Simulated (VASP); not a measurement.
A run of VASP 6.6.1:

The input INCAR:

```
SYSTEM = MgO
PREC = Accurate
ENCUT = 600
EDIFF = 1E-7
ISMEAR = 0
SIGMA = 0.02
LREAL = .False.
LASPH = .True.
NELM = 60
ALGO = Normal
ISIF = 3
LWAVE = .False.
LCHARG = .False.
GGA = RP
IBRION = 2
NSW = 90
EDIFFG = -0.005
```

Contents of KPOINTS:

```
Automatic mesh
0
Gamma
  9 9 6
  0 0 0
```

Contents of POSCAR:

```
MgO
1.0
    3.3077869900      0.0000000000      0.0000000000
   -1.6538934900      2.8646275600      0.0000000000
    0.0000000000      0.0000000000      4.9828816700
Mg O
2 2
Direct
    0.3333333300      0.6666666700      0.0021597400
    0.6666666700      0.3333333300      0.5021597400
    0.3333333300      0.6666666700      0.4024402600
    0.6666666700      0.3333333300      0.9024402600
```

Potentials or basis: VASP PAW PBE potentials, release 64 (Mg, O).

Run with:

```sh
$ cat potpaw_PBE.64/Mg/POTCAR potpaw_PBE.64/O/POTCAR > POTCAR
$ mpirun -np 1 vasp_std > vasp.out
```

Hardware: 1 thread of Intel(R) Xeon(R) 6975P-C (Granite Rapids) (shared host).

Q: How long does it take, and how much memory?

A: It took 100 s on 1 thread of Intel(R) Xeon(R) 6975P-C (Granite Rapids) (shared host), peak memory 0.2 GiB. Counts: scf iterations 85, k points 48, ion steps 12.
